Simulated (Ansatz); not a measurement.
Crystal: Si2W.

```xyz
9
Lattice="4.6169 0.0000 0.0000 -2.3084 3.9983 0.0000 0.0000 0.0000 6.6532" Properties=species:S:1:pos:R:3 pbc="T T T"
W     2.3084    0.0000    3.3266
W     1.1542    1.9992    5.5444
W    -1.1542    1.9992    1.1089
Si    1.1332    0.6542    1.1089
Si    3.4837    0.6542    5.5444
Si    0.0000    1.3085    3.3266
Si    1.1753    3.3441    1.1089
Si   -1.1753    3.3441    5.5444
Si    2.3084    2.6899    3.3266
```

Measurements of this composition are mostly on another form, of space group No. 139.

| Item | Value |
| --- | --- |
| Program | Ansatz 0.2.0 |
| Task | relaxation of cell and atoms |
| Functional | LDA |
| Potentials or basis | Ansatz PAW |
| Cutoff | 420 eV (not typed: the program's choice for these potentials) |
| k mesh | 7 × 7 × 4 |
| Occupations | fermi-dirac, width 0.05 eV |
| Spin | no spin polarisation |

At the start: volume 13.65 Å³/atom.

Problem. How do energy, volume and symmetry change on relaxing?

Solution. It ends after 5 steps and the volume is 13.09 Å³/atom (-4.1 %); space group P6_222 (No. 180, to 0.05 Å).

Step by step:
| step | energy change (eV) | largest force (eV/Å) | volume (Å³) |
| --- | --- | --- | --- |
| 1 | 0.0000 | 0.0557 | 122.82 |
| 2 | -0.1173 | 0.1258 | 115.54 |
| 3 | -0.1521 | 0.0120 | 117.96 |
| 4 | -0.1524 | 0.0100 | 117.78 |
| 5 | -0.1511 | 0.0099 | 117.78 |

Final structure:
```
CELL_PARAMETERS angstrom
4.55155 0.00000 0.00000
-2.27578 3.94176 0.00000
0.00000 0.00000 6.56471
ATOMIC_POSITIONS crystal
W 0.50000 0.00000 0.50000
W 0.50000 0.50000 0.83333
W 0.00000 0.50000 0.16667
Si 0.32757 0.16379 0.16667
Si 0.83621 0.16379 0.83333
Si 0.16379 0.32757 0.50000
Si 0.67243 0.83621 0.16667
Si 0.16379 0.83621 0.83333
Si 0.83621 0.67243 0.50000
```

Caveat: the plane-wave basis is chosen anew once the cell has moved, so the energies of steps on either side of that aren't comparable; the PAW data sets come from PBE, with cores solved anew for the run's functional, which leaves a small shift of forces and pressure.
